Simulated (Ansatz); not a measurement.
**KBr (CsCl type): a single-point run**

Wanted: a converged single-point run for KBr (CsCl type), and a check of what comes out. The structure is shown as the input types it.

Computed with Ansatz 0.2.0 (DFT, LDA, PAW with Ansatz's default frozen-core files, scalar-relativistic, unless a step's input says otherwise).

### 1 The starting structure

Symmetry: Pm-3m, No. 221, cubic system. Conventional cell: a = 3.695 Å, b = 3.695 Å, c = 3.695 Å, α = 90.00°, β = 90.00°, γ = 90.00°. Around K (site symmetry m-3m) lie 8 Br at 3.20 Å. Br (site symmetry m-3m) is surrounded by 8 K at 3.20 Å.

As a file:

```
CELL_PARAMETERS angstrom
3.69459 0.00000 0.00000
0.00000 3.69459 0.00000
0.00000 0.00000 3.69459
ATOMIC_POSITIONS crystal
K 0.00000 0.00000 0.00000
Br 0.50000 0.50000 0.50000
```

### 2 Input and run

File input.yaml:

```yaml
crystal:
  lattice:
    - [3.6945861521, 0.0, 0.0]
    - [0.0, 3.6945861521, 0.0]
    - [0.0, 0.0, 3.6945861521]
  atoms:
    - { symbol: K, position: [0.0, 0.0, 0.0] }
    - { symbol: Br, position: [0.5, 0.5, 0.5] }
kpoints:
  mp_grid: { grid: [11, 11, 11] }
scf:
  occupations: { method: fermi_dirac, width: 0.1 }
  max_iter: 60
hamiltonian:
  xc: lda
  pseudopotentials: { kind: paw }
output:
  forces: true
  stress: true
  eigenvalues: true
  populations: true
magnetization:
  spin_polarized: true
  initial_magnetization: 15
```

On the command line:

```sh
$ ansatz run input.yaml --threads 1 --pin off --max-ram 2048MiB --backend cpu --events-out ev --progress --plain --runs-dir out
```

What happens when this is run?

This run ends as converged, with warnings (seeded moment not kept). Its log warns: «the starting moments were not kept: the SCF closed with an absolute magnetisation of 9.3e-7 μB, where they sum to 15 μB in size (2 sites) ...»

In the input, magnetization.spin_polarized is true; magnetization.initial_magnetization is 15. A typed moment is only a start; here the run ends at the energy of the run without it (within 1 meV an atom), so the result stands.

No remedy is needed.
